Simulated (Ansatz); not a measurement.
# Al: the cost of one run

Computed with Ansatz 0.2.0 (DFT PBE, scalar-relativistic, plane waves, PAW, unless a step's input says otherwise).

2 further runs of the same task are left out: 2 set aside as unsound or not needed.

**1. The system as given**

Symmetry: Fm-3m, No. 225, cubic system. The conventional cell has a = 4.041 Å, b = 4.041 Å, c = 4.041 Å, α = 90.00°, β = 90.00°, γ = 90.00°. Around Al (site symmetry m-3m) lie 12 Al at 2.86 Å.

Coordinates:

```cif
data_structure
_symmetry_space_group_name_H-M 'Fm-3m'
_symmetry_Int_Tables_number 225
_cell_length_a 4.0406
_cell_length_b 4.0406
_cell_length_c 4.0406
_cell_angle_alpha 90.000
_cell_angle_beta 90.000
_cell_angle_gamma 90.000
_cell_volume 65.97
loop_
_atom_site_label
_atom_site_type_symbol
_atom_site_symmetry_multiplicity
_atom_site_Wyckoff_symbol
_atom_site_fract_x
_atom_site_fract_y
_atom_site_fract_z
_atom_site_occupancy
Al1 Al 4 a 0.00000 0.00000 0.00000 1
```

It is the result of an earlier relaxation at this level (volume 16.49 Å³/atom; gap on the mesh: none (metal)).

**2. The film's bulk: W**

Relaxed beforehand at this level: -10384.3398 eV/atom, gap on the mesh none (metal).

```yaml
crystal:
  lattice:
    - [0.00000, -2.01850, -2.01850]
    - [2.01850, 0.00000, -2.01850]
    - [2.01850, -2.01850, 0.00000]
  atoms:
    - { symbol: W, position: [0.00000, 0.00000, 0.00000] }
```

**3. The bulk in the cell of the plane**

Contents of input.yaml:

```yaml
crystal:
  lattice:
    - [2.857151384, 0.0, 0.0]
    - [0.0, 2.857151384, 0.0]
    - [1.428575692, 1.428575692, 2.0203111185]
  atoms:
    - { symbol: Al, position: [0.0, 0.0, 0.0] }
basis:
  ecutwfc: 420
kpoints:
  mp_grid: { grid: [12, 12, 17] }
hamiltonian:
  xc: pbe
scf:
  occupations: { method: gaussian, width: 0.1 }
output:
  forces: true
  stress: true
  eigenvalues: true
```

On the command line:

```console
ansatz run input.yaml --threads 1 --pin off --max-ram 2560MiB --backend cpu --events-out ev --progress --plain --runs-dir out
```

What time and memory should one allow on 1 thread of Intel Xeon 6975P-C (Granite Rapids), shared host?

About 1.9 s, with a peak of 0.38 GiB.
